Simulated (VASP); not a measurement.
# TePb (Fm-3m) in VASP: notebook, part 2 of 2

VASP 6.6.1. The steps go on from the part before.

## Step 4: Single point, PBE

INCAR

```
SYSTEM = TePb
ADDGRID = .False.
ALGO = Normal
EDIFF = 1E-7
ENCUT = 460
GGA = PE
ISIF = 2
ISMEAR = 0
LASPH = .True.
LCHARG = .False.
LREAL = .False.
LWAVE = .False.
NELM = 100
PREC = Accurate
SIGMA = 0.05
```

KPOINTS

```
k-points
0
Gamma
  5 5 5
  0 0 0
```

POSCAR

```
TePb
1.0
    0.0000000000      3.2310000000      3.2310000000
    3.2310000000      0.0000000000      3.2310000000
    3.2310000000      3.2310000000      0.0000000000
Pb Te
1 1
Direct
    0.0000000000      0.0000000000      0.0000000000
    0.5000000000      0.5000000000      0.5000000000
```

Potentials or basis: VASP PAW PBE potentials, release 64 (Pb_d, Te).

Run with:

```sh
$ cat potpaw_PBE.64/Pb_d/POTCAR potpaw_PBE.64/Te/POTCAR > POTCAR
$ mpirun -np 1 vasp_std > vasp.out
```

OUTCAR:

```text
SYSTEM = TePb
   EDIFF = 1E-7
   ENCUT = 460
   GGA = PE
   ISIF = 2
   ISMEAR = 0
   LASPH = .True.
   LREAL = .False.
   NELM = 100
   PREC = Accurate

 Found     10 irreducible k-points:

 Following reciprocal coordinates:
            Coordinates               Weight
  0.000000  0.000000  0.000000      1.000000
  0.200000  0.000000  0.000000      8.000000
  0.400000  0.000000  0.000000      8.000000
  0.200000  0.200000  0.000000      6.000000
  0.400000  0.200000  0.000000     24.000000
 -0.400000  0.200000  0.000000     24.000000
   k-points           NKPTS =     10   k-points in BZ     NKDIM =     10   number of bands    NBANDS=     14
   number of dos      NEDOS =    301   number of ions     NIONS =      2
   total plane-waves  NPLWV =  32768
   dimension x,y,z NGX =    32 NGY =   32 NGZ =   32
   dimension x,y,z NGXF=    64 NGYF=   64 NGZF=   64
   ions per type =               1   1
   NGX,Y,Z   is equivalent  to a cutoff of  11.64, 11.64, 11.64 a.u.
   NGXF,Y,Z  is equivalent  to a cutoff of  23.29, 23.29, 23.29 a.u.
 SYSTEM =  TePb
   PREC   = accura    normal or accurate (medium, high low for compatibility)
   ISTART =      0    job   : 0-new  1-cont  2-samecut
   ICHARG =      2    charge: 1-file 2-atom 10-const
   ISPIN  =      1    spin polarized calculation?
   LNONCOLLINEAR =      F non collinear calculations
   LSORBIT =      F    spin-orbit coupling
   LASPH  =      T    aspherical Exc in radial PAW
   ENCUT  =  460.0 eV  33.81 Ry    5.81 a.u.   7.99  7.99  7.99*2*pi/ulx,y,z
   NELM   =    100;   NELMIN=  2; NELMDL= -5     # of ELM steps
   EDIFF  = 0.1E-06   stopping-criterion for ELM
   LREAL  =      F    real-space projection
   EDIFFG = 0.1E-05   stopping-criterion for IOM
   NSW    =      0    number of steps for IOM
   IBRION =     -1    ionic relax: 0-MD 1-quasi-New 2-CG
   NFREE  =      0    steps in history (QN), initial steepest desc. (CG)
   ISIF   =      2    stress and relaxation
   ISYM   =      2    0-nonsym 1-usesym 2-fastsym
   POTIM  = 0.5000    time-step for ionic-motion
   TEBEG  =    0.0;   TEEND  =   0.0 temperature during run
   PSTRESS=    0.0 pullay stress
   NELECT =      20.0000    total number of electrons
   NUPDOWN=      -1.0000    fix difference up-down
   EMIN   =  10.00;   EMAX   =-10.00  energy-range for DOS
   EFERMI =   0.00;   METHOD = LEGACY
   ISMEAR =     0;   SIGMA  =   0.05  broadening in eV -4-tet -1-fermi 0-gaus
   EFERMI_NEDOS =   21; number of points for ismear=-14 and -15
   IALGO  =     38    algorithm
   IMIX   =      4    mixing-type and parameters
     AMIX     =   0.40;   BMIX     =  1.00
[... 22 lines left out ...]
  ext. energy  EPLUGINS =         0.00000000
  ---------------------------------------------------
  free energy    TOTEN  =        -7.50301675 eV

  energy without entropy =       -7.50301675  energy(sigma->0) =       -7.50301675

 E-fermi :   5.6926     XC(G=0):  -9.3016

 val. band max:        5.4620710194   @ k =  -0.2000   0.2000   0.0000
 cond. band min:       6.6690176965   @ k =   0.4000   0.0000   0.0000
 fundamental gap:      1.2069466771
 Fermi energy:         5.6925729606

 k-point     1 :       0.0000    0.0000    0.0000
  band No.  band energies     occupation
      1     -11.0996      2.00000
      2     -11.0996      2.00000
      3     -11.0902      2.00000
      4     -11.0902      2.00000
      5     -11.0902      2.00000
      6      -6.3952      2.00000
      7       0.0287      2.00000
      8       4.2769      2.00000
      9       4.2769      2.00000
     10       4.2769      2.00000
     11       9.7018      0.00000
     12       9.7018      0.00000
     13       9.7018      0.00000
     14      11.4196      0.00000
[... 71 lines left out ...]
      1     -11.1256      2.00000
      2     -11.1088      2.00000
      3     -11.0843      2.00000
      4     -11.0769      2.00000
      5     -11.0723      2.00000
      6      -4.8178      2.00000
      7      -2.7198      2.00000
      8       2.6701      2.00000
      9       4.1267      2.00000
     10       4.5066      2.00000
     11       7.7061      0.00000
     12       7.8407      0.00000
     13       9.7989      0.00000
     14      12.6559      0.00000

 [... further k-points ...]

------------------------ aborting loop because EDIFF is reached ----------------------------------------

  FORCE on cell =-STRESS in cart. coord.  units (eV):
  Direction    XX          YY          ZZ          XY          YZ          ZX
  --------------------------------------------------------------------------------------
  -------------------------------------------------------------------------------------
  Total        0.8936271      0.8936271      0.8936271      0.0000000      0.0000000      0.0000000
  in kB       21.2239411     21.2239411     21.2239411      0.0000000      0.0000000      0.0000000
  external PRESSURE =      21.2239411 kB  Pullay stress =       0.0000000 kB

 VOLUME and BASIS-vectors are now :
 -----------------------------------------------------------------------------
  energy-cutoff  :      460.00
  volume of cell :       67.46
      direct lattice vectors                 reciprocal lattice vectors
     0.000000000  3.231000000  3.231000000    -0.154750851  0.154750851  0.154750851
     3.231000000  0.000000000  3.231000000     0.154750851 -0.154750851  0.154750851
     3.231000000  3.231000000  0.000000000     0.154750851  0.154750851 -0.154750851

 POSITION                                       TOTAL-FORCE (eV/Angst)
 -----------------------------------------------------------------------------------
      0.00000      0.00000      0.00000         0.000000     -0.000000     -0.000000
      3.23100      3.23100      3.23100        -0.000000      0.000000      0.000000
 -----------------------------------------------------------------------------------
    total drift:                                0.000000     -0.000000     -0.000000

  FREE ENERGIE OF THE ION-ELECTRON SYSTEM (eV)
  ---------------------------------------------------
  free  energy   TOTEN  =        -7.5030167468 eV

  energy  without entropy=       -7.5030167468  energy(sigma->0) =       -7.50301675
```

OSZICAR:

```text
N       E                     dE             d eps       ncg     rms          rms(c)
DAV:   1     0.148586180480E+03    0.14859E+03   -0.88381E+03   286   0.127E+03
DAV:   2     0.415889069038E+01   -0.14443E+03   -0.14097E+03   286   0.323E+02
DAV:   3    -0.734275770780E+01   -0.11502E+02   -0.11235E+02   376   0.979E+01
DAV:   4    -0.761726592839E+01   -0.27451E+00   -0.27446E+00   344   0.190E+01
DAV:   5    -0.762440221972E+01   -0.71363E-02   -0.71363E-02   380   0.260E+00    0.341E+00
DAV:   6    -0.750463015059E+01    0.11977E+00   -0.28611E-01   380   0.436E+00    0.215E+00
DAV:   7    -0.750129879991E+01    0.33314E-02   -0.87711E-02   348   0.170E+00    0.912E-01
DAV:   8    -0.750293551389E+01   -0.16367E-02   -0.94818E-03   322   0.113E+00    0.159E-01
DAV:   9    -0.750298304905E+01   -0.47535E-04   -0.10073E-03   380   0.359E-01    0.497E-02
DAV:  10    -0.750300758020E+01   -0.24531E-04   -0.11654E-04   292   0.902E-02    0.251E-02
DAV:  11    -0.750301684846E+01   -0.92683E-05   -0.33201E-05   336   0.492E-02    0.135E-02
DAV:  12    -0.750301707064E+01   -0.22217E-06   -0.20175E-06   340   0.146E-02    0.947E-03
DAV:  13    -0.750301666667E+01    0.40397E-06   -0.32203E-07   328   0.497E-03    0.338E-03
DAV:  14    -0.750301674684E+01   -0.80172E-07   -0.34762E-07   240   0.634E-03
   1 F= -.75030167E+01 E0= -.75030167E+01  d E =-.162968E-11
```

stdout:

```text
POSCAR found type information on POSCAR PbTe
 POSCAR found :  2 types and       2 ions
 scaLAPACK will be used
 LDA part: xc-table for (Slater+PW92), standard interpolation
 POSCAR, INCAR and KPOINTS ok, starting setup
 FFT: planning ... GRIDC
 FFT: planning ... GRID_SOFT
 FFT: planning ... GRID
 WAVECAR not read
 entering main loop
```

Run time: 7.9 s. Hardware: 1 thread of Intel Xeon Platinum 8488C (Sapphire Rapids), shared host; peak memory 0.17 GiB.

The run converged, but some of its settings lie outside the range that counts as converged, so its numbers aren't taken as properties of the crystal.

Results:

- Free energy: -7.5030 eV
- Pressure: 2.1 GPa

Caveat: this odd mesh misses L, where the gap lies, so gap, dielectric constants and Born charges aren't listed.

## Step 5: Single point, PBE

INCAR is that of step 4.

KPOINTS is that of step 4.

POSCAR

```
TePb
1.0
    0.0000000000      3.2310000000      3.2310000000
    3.2310000000      0.0000000000      3.2310000000
    3.2310000000      3.2310000000      0.0000000000
Pb Te
1 1
Direct
   -0.0068530000      0.0005720000     -0.0056850000
    0.5279490000      0.4690950000      0.5208160000
```

Run with:

```sh
$ cat potpaw_PBE.64/Pb_d/POTCAR potpaw_PBE.64/Te/POTCAR > POTCAR
$ mpirun -np 1 vasp_std > vasp.out
```

Run time: 27 s. Hardware: 1 thread of Intel Xeon Platinum 8488C (Sapphire Rapids), shared host; peak memory 0.2 GiB.

The run converged, but some of its settings lie outside the range that counts as converged, so its numbers aren't taken as properties of the crystal.

Results:

```yaml
Free_energy: -7.4894 eV
Pressure: 2.6 GPa
Largest_force: 0.201 eV/Å
Band_gap_on_the_k_mesh: 1.23 eV, indirect (least direct gap 1.31 eV)
```

Caveat: spin-orbit coupling is left out, which as a rule narrows the gap of such compounds by several tenths of an eV; an odd mesh through Γ misses points on the zone boundary, where band edges often lie.

## Step 6: Single point, PBE

Changes to INCAR since step 5:

```diff
@@ -14,2 +14,2 @@
 PREC = Accurate
-SIGMA = 0.05
+SIGMA = 0.5
```

KPOINTS is that of step 5.

POSCAR

```
TePb
1.0
    0.0000000000      3.2310000000      3.2310000000
    3.2310000000      0.0000000000      3.2310000000
    3.2310000000      3.2310000000      0.0000000000
Pb Te
1 1
Direct
    0.0000000000      0.0000000000      0.0000000000
    0.5000000000      0.5000000000      0.5000000000
```

Potentials or basis: VASP PAW PBE potentials, release 64 (Pb_d, Te).

Run with:

```sh
$ cat potpaw_PBE.64/Pb_d/POTCAR potpaw_PBE.64/Te/POTCAR > POTCAR
$ mpirun -np 1 vasp_std > vasp.out
```

Run time: 10 s. Hardware: 1 thread of Intel Xeon Platinum 8488C (Sapphire Rapids), shared host; peak memory 0.17 GiB.

These settings aren't checked as converged: the numbers below hold their error.

Results:

```
Free energy : -7.5059 eV
Pressure    : 2.1 GPa
```

Caveat: this odd mesh misses L, where the gap lies, so gap, dielectric constants and Born charges aren't listed.
